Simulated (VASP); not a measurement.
KI:

```
K I
1.0
     0.00000    3.50812    3.50812
     3.50812    0.00000    3.50812
     3.50812    3.50812    0.00000
K I
1 1
Direct
  0.00000 0.00000 0.00000
  0.50000 0.50000 0.50000
```

Base run:

```yaml
Program: VASP 6.6.1
Functional: PBE
Potentials_or_basis: VASP PAW PBE potentials, release 64 (K_sv, I)
Cutoff: 520 eV
k_mesh: 8 × 8 × 8
Occupations: gaussian, width 0.03 eV
Spin: no spin polarisation
```

Its results: band gap on the k mesh 4.01 eV, direct; pressure 0.9 GPa.

Q: After a change of settings the same cell gave: band gap on the k mesh 3.66 eV, direct; pressure -1.1 GPa. Which change was it?
A. functional from PBE to LDA; potentials or basis from VASP PAW PBE potentials, release 64 (K_sv, I) to VASP PAW LDA potentials, release 64 (K_sv, I)
B. further incar settings from ALGO = Normal; EDIFF = 1e-06; NBANDS = 15 to ALGO = Normal; EDIFF = 1e-06; NBANDS = 32
C. functional from PBE to r2SCAN

A: A.

Caveats: spin-orbit coupling is left out, which moves the levels of the heavy elements.
